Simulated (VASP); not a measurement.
# HC4 in VASP: relaxation of the atoms with PBE

Aim: the relaxation of the atoms of HC4 with PBE.

Program: VASP 6.6.1. These are calculated values, not measurements. Logs are shortened: lines on timing, memory, paths and dates and some standing lists are left out, and cuts for length are marked.

### Step 1. Starting point

The cell holds a slab with vacuum, 20 atoms: a = 4.260 Å, b = 21.496 Å, c = 11.000 Å, α = 90.00°, β = 90.00°, γ = 90.00°.

### Step 2. Relaxation of the atoms, PBE

The input, INCAR:

```
SYSTEM = HC4
PREC = Accurate ; ENCUT = 500
EDIFF = 1E-6 ; ISMEAR = 0
SIGMA = 0.05 ; LREAL = .FALSE.
LASPH = .TRUE. ; NELM = 60
ALGO = Fast ; ISIF = 2
LWAVE = .FALSE. ; LCHARG = .FALSE.
GGA = PE ; IBRION = 2
NSW = 40 ; EDIFFG = -0.01
```

The input, KPOINTS:

```
Automatic mesh
0
G
  8 1 1
  0 0 0
```

The input, POSCAR:

```
HC4
1.0
    4.2600000000      0.0000000000      0.0000000000
    0.0000000000     21.4962278939      0.0000000000
    0.0000000000      0.0000000000     11.0000000000
C H
16 4
Direct
    0.0000000000      0.6430199847      0.5000000000
    0.1666666667      0.7002279785      0.5000000000
    0.5000000000      0.7002279785      0.5000000000
    0.6666666667      0.6430199847      0.5000000000
    0.0000000000      0.5286039969      0.5000000000
    0.1666666667      0.5858119908      0.5000000000
    0.5000000000      0.5858119908      0.5000000000
    0.6666666667      0.5286039969      0.5000000000
    0.0000000000      0.4141880092      0.5000000000
    0.1666666667      0.4713960031      0.5000000000
    0.5000000000      0.4713960031      0.5000000000
    0.6666666667      0.4141880092      0.5000000000
    0.0000000000      0.2997720215      0.5000000000
    0.1666666667      0.3569800153      0.5000000000
    0.5000000000      0.3569800153      0.5000000000
    0.6666666667      0.2997720215      0.5000000000
    0.0387323944      0.7441411569      0.5000000000
    0.6279342723      0.7441411569      0.5000000000
    0.1279342723      0.2558588431      0.5000000000
    0.5387323944      0.2558588431      0.5000000000
```

Potentials or basis: VASP PAW PBE potentials, release 64 (C, H).

Command:

```
$ cat potpaw_PBE.64/C/POTCAR potpaw_PBE.64/H/POTCAR > POTCAR
$ mpirun -np 1 vasp_std > vasp.out
```

OUTCAR:

```text
SYSTEM = HC4
   PREC = Accurate
   ENCUT = 500
   EDIFF = 1E-6
   ISMEAR = 0
   LREAL = .FALSE.
   LASPH = .TRUE.
   NELM = 60
   ISIF = 2
   GGA = PE
   IBRION = 2
   NSW = 40
   EDIFFG = -0.01

 ion  position               nearest neighbor table
   1  0.000  0.643  0.500-   2 1.42   4 1.42   6 1.42
   2  0.167  0.700  0.500-  17 1.09   1 1.42   3 1.42
   3  0.500  0.700  0.500-  18 1.09   4 1.42   2 1.42
   4  0.667  0.643  0.500-   3 1.42   1 1.42   7 1.42
   5  0.000  0.529  0.500-  10 1.42   8 1.42   6 1.42
   6  0.167  0.586  0.500-   7 1.42   1 1.42   5 1.42
[... 8 lines left out ...]
  15  0.500  0.357  0.500-  16 1.42  14 1.42  12 1.42
  16  0.667  0.300  0.500-  20 1.09  15 1.42  13 1.42
  17  0.039  0.744  0.500-   2 1.09
  18  0.628  0.744  0.500-   3 1.09
  19  0.128  0.256  0.500-  13 1.09
  20  0.539  0.256  0.500-  16 1.09

  LATTYP: Found a simple orthorhombic cell.
 ALAT       =     4.2600000000
 B/A-ratio  =     2.5821596244
 C/A-ratio  =     5.0460628859

  Lattice vectors:

 A1 = (  -4.2600000000,   0.0000000000,   0.0000000000)
 A2 = (   0.0000000000,   0.0000000000,  11.0000000000)
 A3 = (   0.0000000000,  21.4962278939,   0.0000000000)

Analysis of symmetry for initial positions (statically):
=====================================================================
 Subroutine PRICEL returns:
 Original cell was already a primitive cell.

 Routine SETGRP: Setting up the symmetry group for a
 simple orthorhombic supercell.

 Subroutine GETGRP returns: Found  8 space group operations
 (whereof  2 operations were pure point group operations)
 out of a pool of  8 trial point group operations.

The static configuration has the point symmetry C_1h.
 The point group associated with its full space group is D_2h.

Analysis of symmetry for dynamics (positions and initial velocities):
=====================================================================
 Subroutine PRICEL returns:
 Original cell was already a primitive cell.

 Routine SETGRP: Setting up the symmetry group for a
 simple orthorhombic supercell.

 Subroutine GETGRP returns: Found  8 space group operations
 (whereof  2 operations were pure point group operations)
 out of a pool of  8 trial point group operations.

The dynamic configuration has the point symmetry C_1h.
 The point group associated with its full space group is D_2h.

 Subroutine INISYM returns: Found  8 space group operations
 (whereof  2 operations are pure point group operations),
 and found     1 'primitive' translations

----------------------------------------------------------------------------------------

                                     Primitive cell

  volume of cell :    1007.3132

  direct lattice vectors                    reciprocal lattice vectors
     4.260000000  0.000000000  0.000000000     0.234741784  0.000000000  0.000000000
     0.000000000 21.496227894  0.000000000     0.000000000  0.046519790  0.000000000
     0.000000000  0.000000000 11.000000000     0.000000000  0.000000000  0.090909091

  length of vectors
     4.260000000 21.496227894 11.000000000     0.234741784  0.046519790  0.090909091

  position of ions in fractional coordinates (direct lattice)
     0.000000000  0.643019985  0.500000000
     0.166666667  0.700227979  0.500000000
     0.500000000  0.700227979  0.500000000
     0.666666667  0.643019985  0.500000000
     0.000000000  0.528603997  0.500000000
     0.166666667  0.585811991  0.500000000
[... 12 lines left out ...]
     0.127934272  0.255858843  0.500000000
     0.538732394  0.255858843  0.500000000

  ion indices of the primitive-cell ions
   primitive index   ion index
                 1           1
                 2           2
                 3           3
                 4           4
                 5           5
                 6           6
[... 12 lines left out ...]
                19          19
                20          20

----------------------------------------------------------------------------------------

 KPOINTS: Automatic mesh

Automatic generation of k-mesh.
 Grid dimensions read from file:
 generate k-points for:    8    1    1

 Generating k-lattice:

  Cartesian coordinates                     Fractional coordinates (reciprocal lattice)
     0.029342723  0.000000000  0.000000000     0.125000000  0.000000000  0.000000000
     0.000000000  0.046519790  0.000000000     0.000000000  1.000000000  0.000000000
     0.000000000  0.000000000  0.090909091     0.000000000  0.000000000  1.000000000

  Length of vectors
     0.029342723  0.046519790  0.090909091

  Shift w.r.t. Gamma in fractional coordinates (k-lattice)
     0.000000000  0.000000000  0.000000000

 Subroutine IBZKPT returns following result:
 ===========================================

 Found      5 irreducible k-points:

 Following reciprocal coordinates:
            Coordinates               Weight
  0.000000  0.000000  0.000000      1.000000
  0.125000  0.000000  0.000000      2.000000
  0.250000  0.000000  0.000000      2.000000
  0.375000  0.000000  0.000000      2.000000
  0.500000  0.000000  0.000000      1.000000
   k-points           NKPTS =      5   k-points in BZ     NKDIM =      5   number of bands    NBANDS=     45
   number of dos      NEDOS =    301   number of ions     NIONS =     20
   total plane-waves  NPLWV = 409600
   dimension x,y,z NGX =    32 NGY =  160 NGZ =   80
   dimension x,y,z NGXF=    64 NGYF=  320 NGZF=  160
   ions per type =              16   4
   NGX,Y,Z   is equivalent  to a cutoff of  12.49, 12.37, 12.09 a.u.
   NGXF,Y,Z  is equivalent  to a cutoff of  24.98, 24.75, 24.18 a.u.
 SYSTEM =  HC4
   PREC   = accura    normal or accurate (medium, high low for compatibility)
   ISTART =      0    job   : 0-new  1-cont  2-samecut
   ICHARG =      2    charge: 1-file 2-atom 10-const
   ISPIN  =      1    spin polarized calculation?
   LNONCOLLINEAR =      F non collinear calculations
   LSORBIT =      F    spin-orbit coupling
   LASPH  =      T    aspherical Exc in radial PAW
   ENCUT  =  500.0 eV  36.75 Ry    6.06 a.u.   7.77 39.19 20.06*2*pi/ulx,y,z
   NELM   =     60;   NELMIN=  2; NELMDL= -5     # of ELM steps
   EDIFF  = 0.1E-05   stopping-criterion for ELM
   LREAL  =      F    real-space projection
   EDIFFG = -.1E-01   stopping-criterion for IOM
   NSW    =     40    number of steps for IOM
   IBRION =      2    ionic relax: 0-MD 1-quasi-New 2-CG
   NFREE  =      1    steps in history (QN), initial steepest desc. (CG)
   ISIF   =      2    stress and relaxation
   ISYM   =      2    0-nonsym 1-usesym 2-fastsym
   POTIM  = 0.5000    time-step for ionic-motion
   TEBEG  =    0.0;   TEEND  =   0.0 temperature during run
   PSTRESS=    0.0 pullay stress
   NELECT =      68.0000    total number of electrons
   NUPDOWN=      -1.0000    fix difference up-down
   EMIN   =  10.00;   EMAX   =-10.00  energy-range for DOS
   EFERMI =   0.00;   METHOD = LEGACY
   ISMEAR =     0;   SIGMA  =   0.05  broadening in eV -4-tet -1-fermi 0-gaus
   EFERMI_NEDOS =   21; number of points for ismear=-14 and -15
   IALGO  =     68    algorithm
   IMIX   =      4    mixing-type and parameters
     AMIX     =   0.40;   BMIX     =  1.00
     AMIX_MAG =   1.60;   BMIX_MAG =  1.00
  volume/ion in A,a.u.               =      50.37       339.88
  Fermi-wavevector in a.u.,A,eV,Ry     =   0.666586  1.259665  6.045573  0.444337
  Thomas-Fermi vector in A             =   1.740933
   LORBIT       =      0    0 simple, 1 ext, 2 COOP (PROOUT), +10 PAW based schemes
   GGA     = PE    functional components
   LHFCALC =     F    Hartree Fock is set to
   AEXX    =    0.0000 exact exchange contribution
   IVDW    =     0    specifies the selected vdW correction
   LEPSILON=     F    determine dielectric tensor
   LRPA    =     F    only Hartree local field effects (RPA)
 conjugate gradient relaxation of ions
 non-spin polarized calculation
 RMM-DIIS sequential band-by-band and
 Gauss-broadening in eV      SIGMA  =   0.05
  energy-cutoff  :      500.00
  volume of cell :     1007.31
 maximum number of plane-waves:     25577
 NGX is ok and might be reduce to    32
   NGX = 15   NGY = 79   NGZ = 41

--------------------------------------- Ionic step        1  -------------------------------------------

 number of electron      68.0000002 magnetization

 Free energy of the ion-electron system (eV)
  ---------------------------------------------------
  ext. energy  EPLUGINS =         0.00000000
  ---------------------------------------------------
  free energy    TOTEN  =      -160.64711279 eV

  energy without entropy =     -160.64708038  energy(sigma->0) =     -160.64709658

------------------------ aborting loop because EDIFF is reached ----------------------------------------

  FORCE on cell =-STRESS in cart. coord.  units (eV):
  Direction    XX          YY          ZZ          XY          YZ          ZX
  --------------------------------------------------------------------------------------
  -------------------------------------------------------------------------------------
  Total        2.1756899      0.9311840     -0.1694673      0.0000000      0.0000000      0.0000000
  in kB        3.4605333      1.4810903     -0.2695454      0.0000000      0.0000000      0.0000000
  external PRESSURE =       1.5573594 kB  Pullay stress =       0.0000000 kB
[... 143 lines left out ...]
  FREE ENERGIE OF THE ION-ELECTRON SYSTEM (eV)
  ---------------------------------------------------
  free  energy   TOTEN  =      -160.7737849215 eV

  energy  without entropy=     -160.7737849209  energy(sigma->0) =     -160.77378492

[... ionic steps 4 to 21 ...]

--------------------------------------- Ionic step       22  -------------------------------------------

 number of electron      68.0000007 magnetization

------------------------ aborting loop because EDIFF is reached ----------------------------------------
[... 103 lines left out ...]
--------------------------------------- Ionic step       24  -------------------------------------------

 number of electron      68.0000007 magnetization

 Free energy of the ion-electron system (eV)
  ---------------------------------------------------
  ext. energy  EPLUGINS =         0.00000000
  ---------------------------------------------------
  free energy    TOTEN  =      -160.82736435 eV

  energy without entropy =     -160.82736435  energy(sigma->0) =     -160.82736435

 E-fermi :  -2.6239     XC(G=0):  -2.2474

 val. band max:       -2.8238458702   @ k =   0.0000   0.0000   0.0000
 cond. band min:      -2.4238821565   @ k =   0.0000   0.0000   0.0000
 fundamental gap:      0.3999637137
 Fermi energy:        -2.6239141409

 k-point     1 :       0.0000    0.0000    0.0000
  band No.  band energies     occupation
      1     -21.8793      2.00000
      2     -21.2061      2.00000
      3     -20.1151      2.00000
      4     -18.6710      2.00000
      5     -17.0381      2.00000
      6     -16.6071      2.00000
[... 37 lines left out ...]
     44       1.7029      0.00000
     45       1.7171      0.00000

 k-point     2 :       0.1250    0.0000    0.0000
  band No.  band energies     occupation
      1     -21.7869      2.00000
      2     -21.1149      2.00000
      3     -20.0270      2.00000
      4     -18.5927      2.00000
      5     -17.5038      2.00000
      6     -17.0715      2.00000
[... 37 lines left out ...]
     44       1.8422      0.00000
     45       1.8435      0.00000

 k-point     3 :       0.2500    0.0000    0.0000
  band No.  band energies     occupation
      1     -21.5103      2.00000
      2     -20.8426      2.00000
      3     -19.7661      2.00000
      4     -18.6489      2.00000
      5     -18.3219      2.00000
      6     -17.9937      2.00000
[... 37 lines left out ...]
     44       2.2204      0.00000
     45       2.2351      0.00000

 k-point     4 :       0.3750    0.0000    0.0000
  band No.  band energies     occupation
      1     -21.0516      2.00000
      2     -20.3943      2.00000
      3     -19.5983      2.00000
      4     -19.3705      2.00000
      5     -18.8980      2.00000
      6     -18.1183      2.00000
[... 37 lines left out ...]
     44       2.5813      0.00000
     45       2.8331      0.00000

 k-point     5 :       0.5000    0.0000    0.0000
  band No.  band energies     occupation
      1     -20.4169      2.00000
      2     -20.4169      2.00000
      3     -19.7684      2.00000
      4     -19.7684      2.00000
      5     -18.6995      2.00000
      6     -18.6995      2.00000
[... 84 lines left out ...]
  FREE ENERGIE OF THE ION-ELECTRON SYSTEM (eV)
  ---------------------------------------------------
  free  energy   TOTEN  =      -160.8273643530 eV

  energy  without entropy=     -160.8273643522  energy(sigma->0) =     -160.82736435

 reached required accuracy - stopping structural energy minimisation
```

Run time: 42 min. Hardware: 1 thread of Intel Xeon 6975P-C (Granite Rapids), shared host; peak memory 0.95 GiB.

Results:

```yaml
Free_energy: -160.8274 eV
Energy_gained_by_relaxing: 9.0 meV/atom
Ionic_steps: 24
Largest_force_after_relaxing: 0.007 eV/Å
Band_gap_on_the_k_mesh: 0.40 eV, direct
```

Forces on the atoms (eV/Å):
```
C    0.002 -0.004  0.000
C    0.001  0.000  0.000
C   -0.001  0.000  0.000
C   -0.002 -0.004  0.000
C   -0.003 -0.006  0.000
C    0.001  0.001  0.000
C   -0.001  0.001  0.000
C    0.003 -0.006  0.000
C   -0.001 -0.001  0.000
C    0.003  0.006  0.000
C   -0.003  0.006  0.000
C    0.001 -0.001  0.000
C   -0.001  0.000  0.000
C   -0.002  0.004  0.000
C    0.002  0.004  0.000
C    0.001  0.000  0.000
H   -0.002  0.004  0.000
H    0.002  0.004  0.000
H    0.002 -0.004  0.000
H   -0.002 -0.004  0.000
```

The path:
```tsv
step	energy change (eV)	largest force (eV/Å)	pressure (GPa)
1	0.0000	2.2210	0.16
2	1.7711	13.1807	1.21
3	-0.1267	0.6189	0.26
4	-0.1270	0.6016	0.25
5	-0.1489	0.4275	0.41
6	-0.1554	0.2394	0.36
7	-0.1637	0.3638	0.43
8	-0.1659	0.2125	0.40
9	-0.1711	0.2412	0.43
10	-0.1720	0.1464	0.42
11	-0.1775	0.1402	0.42
12	-0.1775	0.1394	0.42
13	-0.1788	0.1209	0.40
14	-0.1797	0.0363	0.41
15	-0.1798	0.0494	0.40
16	-0.1798	0.0237	0.40
17	-0.1799	0.0271	0.40
18	-0.1800	0.0457	0.39
19	-0.1800	0.0389	0.38
20	-0.1802	0.0185	0.37
21	-0.1802	0.0237	0.35
22	-0.1802	0.0101	0.36
23	-0.1802	0.0113	0.36
24	-0.1803	0.0067	0.35
```

Final structure:
```
C H
1.0
     4.26000    0.00000    0.00000
     0.00000   21.49623    0.00000
     0.00000    0.00000   11.00000
C H
16 4
Cartesian
  0.0027 13.8389 5.5000
  0.7379 15.0519 5.5000
  2.1021 15.0519 5.5000
  2.8373 13.8389 5.5000
  4.2575 11.3667 5.5000
  0.7078 12.6050 5.5000
  2.1322 12.6050 5.5000
  2.8425 11.3667 5.5000
  0.0022 8.8912 5.5000
  0.7125 10.1296 5.5000
  2.1275 10.1296 5.5000
  2.8378 8.8912 5.5000
  4.2321 6.4444 5.5000
  0.7073 7.6573 5.5000
  2.1327 7.6573 5.5000
  2.8679 6.4444 5.5000
  0.2197 16.0074 5.5000
  2.6203 16.0074 5.5000
  0.4903 5.4889 5.5000
  2.3497 5.4889 5.5000
```

Levels at points of the mesh, in eV from the valence-band top:
```csv
k point,band 31,band 32,band 33,band 34,band 35,band 36,band 37,band 38
"(0.00, 0.00, 0.00)",-1.79,-1.74,-0.97,0.00,0.40,1.28,1.79,2.21
"(0.50, 0.00, 0.00)",-3.57,-3.57,-2.47,-2.47,2.27,2.27,3.83,3.83
```
